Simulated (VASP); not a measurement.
Set up this calculation in VASP 6.6.1, as the native input.

* Task: work function
* Functional: PBE
* Dispersion: D3(BJ)
* Potentials or basis: VASP PAW PBE potentials, release 64 (Au)
* Cutoff: 520 eV
* k mesh: 9 × 9 × 1
* Occupations: methfessel-paxton, width 0.1 eV
* Spin: no spin polarisation
* Dipole correction: yes
* Further INCAR settings: ALGO = Fast; EDIFF = 1e-06

The structure of Au lies in POSCAR:

```
Au                                      
1.0
    3.9129900000      0.0000000000      0.0000000000
    0.0000000000      3.9129900000      0.0000000000
    0.0000000000      0.0000000000     29.5706509800
  Au            
     8
Direct
     0.5000000000000000    0.5000000000000000    0.3881056312538512
     0.0000000000000000    0.0000000000000000    0.3881056312538512
     0.0000000000000000    0.5000000000000000    0.4627955960113710
     0.5000000000000000    0.0000000000000000    0.4627955960113710
     0.5000000000000000    0.5000000000000000    0.5372044039886290
     0.0000000000000000    0.0000000000000000    0.5372044039886290
     0.0000000000000000    0.5000000000000000    0.6118943687461487
     0.5000000000000000    1.0000000000000000    0.6118943687461487
```

The cell was built by a generator and needn't be a form met in nature.

The input as run:

INCAR

```
SYSTEM = Au
PREC = Accurate
ENCUT = 520
EDIFF = 1E-6
ISMEAR = 1
SIGMA = 0.1
LREAL = .FALSE.
LASPH = .TRUE.
NELM = 60
ALGO = Fast
ISIF = 2
LWAVE = .FALSE.
LCHARG = .TRUE.
LDIPOL = .TRUE.
IDIPOL = 3
DIPOL = 0.5 0.5 0.500
GGA = PE
IVDW = 12
LVHAR = .TRUE.
LVACPOTAV = .TRUE.
KPAR = 2
```

KPOINTS

```
regular mesh
0
G
  9 9 1
  0 0 0
```

Potentials or basis: VASP PAW PBE potentials, release 64 (Au).

Command:

```bash
$ cat potpaw_PBE.64/Au/POTCAR > POTCAR
$ mpirun -np 2 vasp_std > vasp.out
```

It gave:

The largest force is 0.010 eV/Å. The band gap on the k mesh is none (metal or under the smearing width) and the dispersion energy per atom is -0.496 eV. The work function of the upper face is 5.19 eV and the work function of the lower face is 5.19 eV.

Run time: 2.5 min on 2 MPI ranks on Intel(R) Xeon(R) 6975P-C (Granite Rapids) (shared host), peak memory 0.58 GiB a rank.
